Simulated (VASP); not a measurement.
# Sb2Pt (Geversite) (Pa-3) in VASP: settings compared, part 2 of 2

VASP 6.6.1. Earlier steps stand in the parts before.

**4. Relaxation of cell and atoms, LDA**

This run uses another cell than the first one, of 22.12 Å³/atom, 0.947 times its volume.

Contents of INCAR:

```
PREC = Accurate
ENCUT = 600
EDIFF = 1E-7
ISMEAR = 1
SIGMA = 0.1
LREAL = False
LASPH = True
NELM = 80
ALGO = Normal
ISIF = 3
LWAVE = False
LCHARG = False
GGA = CA
IBRION = 2
NSW = 90
EDIFFG = -0.005
KPAR = 4
```

Contents of KPOINTS:

```
regular mesh
0
Gamma
  6 6 6
```

Contents of POSCAR:

```
Sb2Pt                                   
1.0
    6.4262598232     -0.0000000000      0.0000000000
    0.0000000000      6.4262598232      0.0000000000
   -0.0000000000      0.0000000000      6.4262598232
  Sb              Pt            
     8     4
Direct
     0.3744687827481205    0.3744687827481205    0.3744687827481205
     0.1255312172518795    0.6255312172518793    0.8744687827481207
     0.8744687827481207    0.1255312172518795    0.6255312172518793
     0.6255312172518793    0.8744687827481207    0.1255312172518795
     0.6255312172518793    0.6255312172518793    0.6255312172518793
     0.8744687827481207    0.3744687827481205    0.1255312172518795
     0.1255312172518795    0.8744687827481207    0.3744687827481205
     0.3744687827481205    0.1255312172518795    0.8744687827481207
     0.0000000000000000    0.0000000000000000    0.0000000000000000
     0.5000000000000000    0.0000000000000000    0.5000000000000000
     0.5000000000000000    0.5000000000000000    0.0000000000000000
     0.0000000000000000    0.5000000000000000    0.5000000000000000
```

Potentials or basis: VASP PAW LDA potentials, release 64 (Sb, Pt).

Run with:

```sh
$ cat potpaw_LDA.64/Sb/POTCAR potpaw_LDA.64/Pt/POTCAR > POTCAR
$ mpirun -np 4 vasp_std > vasp.out
```

OUTCAR:

```text
PREC = Accurate
   ENCUT = 600
   EDIFF = 1E-7
   ISMEAR = 1
   LREAL = False
   LASPH = True
   NELM = 80
   ISIF = 3
   GGA = CA
   IBRION = 2
   NSW = 90
   EDIFFG = -0.005

 ion  position               nearest neighbor table
   1  0.374  0.374  0.374-  10 2.66  11 2.66  12 2.66   5 2.79   6 3.59   7 3.59   8 3.59   8 3.59
                             7 3.59   6 3.59
   2  0.126  0.626  0.874-   9 2.66  11 2.66  12 2.66   6 2.79   5 3.59   7 3.59   8 3.59   7 3.59
                             8 3.59   5 3.59
   3  0.874  0.126  0.626-   9 2.66  10 2.66  12 2.66   7 2.79   6 3.59   5 3.59   8 3.59   6 3.59
                             5 3.59   8 3.59
   4  0.626  0.874  0.126-   9 2.66  10 2.66  11 2.66   8 2.79   6 3.59   7 3.59   5 3.59   5 3.59
                             6 3.59   7 3.59
   5  0.626  0.626  0.626-  10 2.66  11 2.66  12 2.66   1 2.79   2 3.59   3 3.59   4 3.59   4 3.59
                             3 3.59   2 3.59
   6  0.874  0.374  0.126-   9 2.66  11 2.66  12 2.66   2 2.79   1 3.59   3 3.59   4 3.59   3 3.59
                             4 3.59   1 3.59
[... 1445 lines left out ...]
     48      11.9662      0.00000

------------------------ aborting loop because EDIFF is reached ----------------------------------------

  FORCE on cell =-STRESS in cart. coord.  units (eV):
  Direction    XX          YY          ZZ          XY          YZ          ZX
  --------------------------------------------------------------------------------------
  -------------------------------------------------------------------------------------
  Total       -0.0213176     -0.0213176     -0.0213176      0.0000000      0.0000000     -0.0000000
  in kB       -0.1286984     -0.1286984     -0.1286984      0.0000000      0.0000000     -0.0000000
  external PRESSURE =      -0.1286984 kB  Pullay stress =       0.0000000 kB

 VOLUME and BASIS-vectors are now :
 -----------------------------------------------------------------------------
  energy-cutoff  :      600.00
  volume of cell :      265.38
      direct lattice vectors                 reciprocal lattice vectors
     6.426259823  0.000000000  0.000000000     0.155611511  0.000000000  0.000000000
     0.000000000  6.426259823  0.000000000     0.000000000  0.155611511  0.000000000
     0.000000000  0.000000000  6.426259823     0.000000000  0.000000000  0.155611511

 POSITION                                       TOTAL-FORCE (eV/Angst)
 -----------------------------------------------------------------------------------
      2.40643      2.40643      2.40643         0.001689      0.001689      0.001689
      0.80670      4.01983      5.61956        -0.001689     -0.001689      0.001689
      5.61956      0.80670      4.01983         0.001689     -0.001689     -0.001689
      4.01983      5.61956      0.80670        -0.001689      0.001689     -0.001689
      4.01983      4.01983      4.01983        -0.001689     -0.001689     -0.001689
      5.61956      2.40643      0.80670         0.001689      0.001689     -0.001689
      0.80670      5.61956      2.40643        -0.001689      0.001689      0.001689
      2.40643      0.80670      5.61956         0.001689     -0.001689      0.001689
      0.00000      0.00000      0.00000         0.000000      0.000000      0.000000
      3.21313      0.00000      3.21313         0.000000      0.000000      0.000000
      3.21313      3.21313      0.00000         0.000000      0.000000      0.000000
      0.00000      3.21313      3.21313         0.000000      0.000000      0.000000
 -----------------------------------------------------------------------------------
    total drift:                               -0.000000      0.000000      0.000000

  FREE ENERGIE OF THE ION-ELECTRON SYSTEM (eV)
  ---------------------------------------------------
  free  energy   TOTEN  =       -74.6976114788 eV

  energy  without entropy=      -74.6962618102  energy(sigma->0) =      -74.69716159

 reached required accuracy - stopping structural energy minimisation
```

OSZICAR:

```text
N       E                     dE             d eps       ncg     rms          rms(c)
DAV:   1     0.596308704534E+03    0.59631E+03   -0.33477E+04  2304   0.161E+03
DAV:   2    -0.334170404094E+02   -0.62973E+03   -0.60776E+03  2712   0.273E+02
DAV:   3    -0.761094376466E+02   -0.42692E+02   -0.41487E+02  2832   0.778E+01
DAV:   4    -0.770918822287E+02   -0.98244E+00   -0.97541E+00  2664   0.121E+01
DAV:   5    -0.771204920543E+02   -0.28610E-01   -0.28592E-01  2768   0.211E+00    0.182E+01
DAV:   6    -0.753258839797E+02    0.17946E+01   -0.11503E+01  2648   0.182E+01    0.698E+00
DAV:   7    -0.748483091792E+02    0.47757E+00   -0.22594E+00  2576   0.856E+00    0.579E+00
DAV:   8    -0.747107341642E+02    0.13758E+00   -0.34686E-01  2648   0.245E+00    0.819E-01
DAV:   9    -0.746975624853E+02    0.13172E-01   -0.54332E-02  2584   0.124E+00    0.329E-01
DAV:  10    -0.746976637889E+02   -0.10130E-03   -0.47010E-03  2648   0.298E-01    0.878E-02
DAV:  11    -0.746976372530E+02    0.26536E-04   -0.56675E-04  2904   0.962E-02    0.530E-02
DAV:  12    -0.746976112359E+02    0.26017E-04   -0.91779E-05  2624   0.542E-02    0.274E-02
DAV:  13    -0.746976118395E+02   -0.60367E-06   -0.18191E-05  2680   0.149E-02    0.524E-03
DAV:  14    -0.746976114904E+02    0.34916E-06   -0.14094E-06  2616   0.601E-03    0.184E-03
DAV:  15    -0.746976114788E+02    0.11576E-07   -0.11384E-07  1536   0.128E-03
   1 F= -.74697611E+02 E0= -.74697162E+02  d E =-.746976E+02
```

CONTCAR:

```text
Sb2Pt
   1.00000000000000
     6.4262598231999997    0.0000000000000000    0.0000000000000000
     0.0000000000000000    6.4262598231999997    0.0000000000000000
     0.0000000000000000    0.0000000000000000    6.4262598231999997
  Sb              Pt
     8     4
Direct
     0.3744687827481172    0.3744687827481172    0.3744687827481172
     0.1255312172518828    0.6255312172518828    0.8744687827481172
     0.8744687827481172    0.1255312172518828    0.6255312172518828
     0.6255312172518828    0.8744687827481172    0.1255312172518828
     0.6255312172518828    0.6255312172518828    0.6255312172518828
     0.8744687827481172    0.3744687827481172    0.1255312172518828
     0.1255312172518828    0.8744687827481172    0.3744687827481172
     0.3744687827481172    0.1255312172518828    0.8744687827481172
     0.0000000000000000    0.0000000000000000    0.0000000000000000
     0.5000000000000000    0.0000000000000000    0.5000000000000000
     0.5000000000000000    0.5000000000000000    0.0000000000000000
     0.0000000000000000    0.5000000000000000    0.5000000000000000

  0.00000000E+00  0.00000000E+00  0.00000000E+00
  0.00000000E+00  0.00000000E+00  0.00000000E+00
  0.00000000E+00  0.00000000E+00  0.00000000E+00
  0.00000000E+00  0.00000000E+00  0.00000000E+00
  0.00000000E+00  0.00000000E+00  0.00000000E+00
  0.00000000E+00  0.00000000E+00  0.00000000E+00
  0.00000000E+00  0.00000000E+00  0.00000000E+00
  0.00000000E+00  0.00000000E+00  0.00000000E+00
  0.00000000E+00  0.00000000E+00  0.00000000E+00
  0.00000000E+00  0.00000000E+00  0.00000000E+00
  0.00000000E+00  0.00000000E+00  0.00000000E+00
  0.00000000E+00  0.00000000E+00  0.00000000E+00
```

Wall time 65 s (4 MPI ranks of AMD EPYC 9R45 (Zen 5), shared host); peak memory 0.48 GiB.

Results:

```yaml
Free_energy: -74.6976 eV
Pressure_after_relaxing: 0.0 GPa
Band_gap_on_the_k_mesh: none (metal or under the smearing width)
```

Forces in eV/Å, atoms in the order of the input:
```
Sb   0.002  0.002  0.002
Sb  -0.002 -0.002  0.002
Sb   0.002 -0.002 -0.002
Sb  -0.002  0.002 -0.002
Sb  -0.002 -0.002 -0.002
Sb   0.002  0.002 -0.002
Sb  -0.002  0.002  0.002
Sb   0.002 -0.002  0.002
Pt   0.000  0.000  0.000
Pt   0.000  0.000  0.000
Pt   0.000  0.000  0.000
Pt   0.000  0.000  0.000
```

Final structure:
```xyz
12
Lattice="6.4263 0.0000 0.0000 0.0000 6.4263 0.0000 0.0000 0.0000 6.4263" Properties=species:S:1:pos:R:3 pbc="T T T"
Sb    2.4064    2.4064    2.4064
Sb    0.8067    4.0198    5.6196
Sb    5.6196    0.8067    4.0198
Sb    4.0198    5.6196    0.8067
Sb    4.0198    4.0198    4.0198
Sb    5.6196    2.4064    0.8067
Sb    0.8067    5.6196    2.4064
Sb    2.4064    0.8067    5.6196
Pt    0.0000    0.0000    0.0000
Pt    3.2131    0.0000    3.2131
Pt    3.2131    3.2131    0.0000
Pt    0.0000    3.2131    3.2131
```

Levels at points of the mesh, in eV from the Fermi level:
| k point | band 38 | band 39 | band 40 | band 41 | band 42 | band 43 |
| --- | --- | --- | --- | --- | --- | --- |
| (0.00, 0.00, 0.00) | -0.56 | -0.56 | -0.56 | -0.04 | -0.04 | -0.04 |
| (0.50, 0.00, 0.00) | -1.49 | -0.68 | -0.68 | 0.75 | 0.75 | 1.51 |
| (0.50, 0.50, 0.00) | -0.79 | -0.79 | -0.79 | 1.72 | 1.72 | 1.72 |
| (0.50, 0.50, 0.50) | -0.72 | -0.72 | -0.72 | -0.06 | -0.06 | -0.06 |

Caveat: the relaxation stopped at its first step, so nothing moved.

**5. Relaxation of cell and atoms, PBEsol**

This run uses another cell than the first one, of 22.28 Å³/atom, 0.954 times its volume.

Contents of INCAR:

```
SYSTEM = Sb2Pt
ALGO = Normal
EDIFF = 1E-6
EDIFFG = -0.01
ENCUT = 600
GGA = PS
IBRION = 2
ISIF = 3
ISMEAR = 1
KPAR = 4
LASPH = .True.
LCHARG = .False.
LREAL = .False.
LWAVE = .False.
NELM = 80
NSW = 90
PREC = Accurate
SIGMA = 0.1
```

Contents of KPOINTS:

```
k-points
0
Gamma
  6 6 6
  0 0 0
```

Contents of POSCAR:

```
Sb2Pt
1.0
    6.4423000000      0.0000000000      0.0000000000
    0.0000000000      6.4423000000      0.0000000000
    0.0000000000      0.0000000000      6.4423000000
Sb Pt
8 4
Direct
    0.3753000000      0.3753000000      0.3753000000
    0.1247000000      0.6247000000      0.8753000000
    0.8753000000      0.1247000000      0.6247000000
    0.6247000000      0.8753000000      0.1247000000
    0.6247000000      0.6247000000      0.6247000000
    0.8753000000      0.3753000000      0.1247000000
    0.1247000000      0.8753000000      0.3753000000
    0.3753000000      0.1247000000      0.8753000000
    0.0000000000      0.0000000000      0.0000000000
    0.5000000000      0.0000000000      0.5000000000
    0.5000000000      0.5000000000      0.0000000000
    0.0000000000      0.5000000000      0.5000000000
```

Potentials or basis: VASP PAW PBE potentials, release 64 (Sb, Pt).

Run with:

```sh
$ cat potpaw_PBE.64/Sb/POTCAR potpaw_PBE.64/Pt/POTCAR > POTCAR
$ mpirun -np 4 vasp_std > vasp.out
```

Wall time 3.6 min (4 MPI ranks of AMD EPYC 9R45 (Zen 5), shared host); peak memory 0.61 GiB.

It converged, with:

```yaml
Free_energy: -70.4023 eV
Relaxed_volume: 22.47 Å³/atom
Relaxed_cell: a = 6.460 Å, b = 6.460 Å, c = 6.460 Å, α = 90.00°, β = 90.00°, γ = 90.00°
Space_group_after_relaxing_to_0.05_Å: Pa-3 (No. 205)
Energy_gained_by_relaxing: 1.2 meV/atom
Ionic_steps: 5
Pressure_after_relaxing: 0.0 GPa
Band_gap_on_the_k_mesh: none (metal or under the smearing width)
```

Forces on the atoms (eV/Å):
```
Sb  -0.001 -0.001 -0.001
Sb   0.001  0.001 -0.001
Sb  -0.001  0.001  0.001
Sb   0.001 -0.001  0.001
Sb   0.001  0.001  0.001
Sb  -0.001 -0.001  0.001
Sb   0.001 -0.001 -0.001
Sb  -0.001  0.001 -0.001
Pt   0.000  0.000  0.000
Pt   0.000  0.000  0.000
Pt   0.000  0.000  0.000
Pt   0.000  0.000  0.000
```

The path:
| step | energy change (eV) | largest force (eV/Å) | pressure (GPa) | volume (Å³) |
| --- | --- | --- | --- | --- |
| 1 | 0.0000 | 0.1650 | 1.09 | 267.38 |
| 2 | 0.0045 | 0.0191 | -1.59 | 273.30 |
| 3 | -0.0114 | 0.0941 | -0.16 | 270.07 |
| 4 | -0.0139 | 0.0280 | -0.04 | 269.73 |
| 5 | -0.0142 | 0.0023 | 0.02 | 269.59 |

Final structure:
```
CELL_PARAMETERS angstrom
6.46006 0.00000 0.00000
0.00000 6.46006 0.00000
0.00000 0.00000 6.46006
ATOMIC_POSITIONS crystal
Sb 0.37440 0.37440 0.37440
Sb 0.12560 0.62560 0.87440
Sb 0.87440 0.12560 0.62560
Sb 0.62560 0.87440 0.12560
Sb 0.62560 0.62560 0.62560
Sb 0.87440 0.37440 0.12560
Sb 0.12560 0.87440 0.37440
Sb 0.37440 0.12560 0.87440
Pt 0.00000 0.00000 0.00000
Pt 0.50000 0.00000 0.50000
Pt 0.50000 0.50000 0.00000
Pt 0.00000 0.50000 0.50000
```

Levels at points of the mesh, in eV from the Fermi level:
| k point | band 38 | band 39 | band 40 | band 41 | band 42 | band 43 |
| --- | --- | --- | --- | --- | --- | --- |
| (0.00, 0.00, 0.00) | -0.55 | -0.55 | -0.55 | -0.04 | -0.04 | -0.04 |
| (0.50, 0.00, 0.00) | -1.47 | -0.66 | -0.66 | 0.73 | 0.73 | 1.49 |
| (0.50, 0.50, 0.00) | -0.78 | -0.78 | -0.78 | 1.70 | 1.70 | 1.70 |
| (0.50, 0.50, 0.50) | -0.70 | -0.70 | -0.70 | -0.08 | -0.08 | -0.08 |

Caveat: the PAW data sets were made with another functional, which shifts forces and pressure a little. Zero-point motion and thermal expansion aren't in these numbers.

**6. Summary**

| level | potentials or basis | k mesh | cutoff (eV) | gap on the mesh (eV) | pressure (GPa) | relaxed volume (Å³/atom) |
| --- | --- | --- | --- | --- | --- | --- |
| PBE | VASP PAW PBE potentials, release 64 (Sb, Pt) | 3 × 3 × 3 | 300 | none | 0.0 | 23.36 |
| LDA | VASP PAW LDA potentials, release 64 (Sb, Pt) | 6 × 6 × 6 | 600 | none | 0.0 | - |
| PBEsol | VASP PAW PBE potentials, release 64 (Sb, Pt) | 6 × 6 × 6 | 600 | none | 0.0 | 22.47 |

Alike in all rows: task relaxation of cell and atoms; no spin polarisation; cell relaxed; smearing methfessel-paxton 0.1 eV.

Caveats: the relaxation stopped at its first step, so nothing moved (some runs); the PAW data sets were made with another functional, which shifts forces and pressure a little (some runs).

Total energies depend on the potentials used, so only differences within one code and one set of settings carry meaning.
